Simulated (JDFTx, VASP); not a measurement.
Given: the input of a run of JDFTx 1.7.0 (patched build) on C. 

C.in

```
lattice \
    0.0000000000     1.7833700000     1.7833700000 \
    1.7833700000     0.0000000000     1.7833700000 \
    1.7833700000     1.7833700000     0.0000000000
latt-scale 1.889726124626 1.889726124626 1.889726124626
coords-type Lattice
ion C      0.7500000000     0.7500000000     0.7500000000 1
ion C      0.5000000000     0.5000000000     0.5000000000 1

ion-species pseudo/C.upf
elec-cutoff 41 328
elec-ex-corr lda-PW
kpoint-folding 13 13 13
elec-smearing Gauss 0.0018374661
elec-n-bands 9
electronic-SCF nIterations 100 energyDiffThreshold 1e-09
electronic-minimize nIterations 30 energyDiffThreshold 1e-7
converge-empty-states yes
forces-output-coords Cartesian

dump-name run.$VAR
dump End Ecomponents EigStats BandEigs Kpoints Forces Stress ElecDensity Dtot KEdensity
```

Potentials or basis: PseudoDojo-SR-LDA-0.4.1-standard with smoothed tails.

The run is started by

```console
$ jdftx -c 1 -i C.in -o C.out
```

Problem. Set up the same calculation for VASP 6.6.1. Potentials or basis there: LDA PAW files C, release 54, 520 eV.

Solution. As run (cutoffs and basis follow the program's own potentials, and thresholds, step limits or extra output files can differ):

File INCAR:

```
ALGO     = Normal         # electronic algorithm
EDIFF    = 1E-6           # SCF threshold, eV
ENCUT    = 520            # plane-wave cutoff, eV
ISIF     = 2              # what is computed and relaxed
ISMEAR   = 0              # smearing method
LASPH    = True           # aspherical terms in the spheres
LCHARG   = False          # write CHGCAR
LREAL    = False          # projectors in reciprocal space
LWAVE    = False          # write WAVECAR
NBANDS   = 11             # bands
NELM     = 60             # most SCF steps
PREC     = Accurate       # precision mode
SIGMA    = 0.1            # smearing width, eV
```

File KPOINTS:

```
k-points
0
Gamma
  13 13 13
```

POSCAR

```
C
2.5221
    0.000000000000      0.707097260220      0.707097260220
    0.707097260220      0.000000000000      0.707097260220
    0.707097260220      0.707097260220      0.000000000000
C
2
Direct
    0.7500000000      0.7500000000      0.7500000000
    0.5000000000      0.5000000000      0.5000000000
```

Potentials or basis: VASP PAW LDA potentials, release 54 (C).

Command:

```bash
$ cat potpaw_LDA.54/C/POTCAR > POTCAR
$ mpirun -np 1 vasp_std > vasp.out
```

Both were run:

|  | JDFTx | VASP |
| --- | --- | --- |
| Pressure | -11.1 GPa | -11.6 GPa |

The two programs' LDA may be different fits to the electron gas.

The cell lies far from this level's equilibrium.

Pressure is positive in compression.
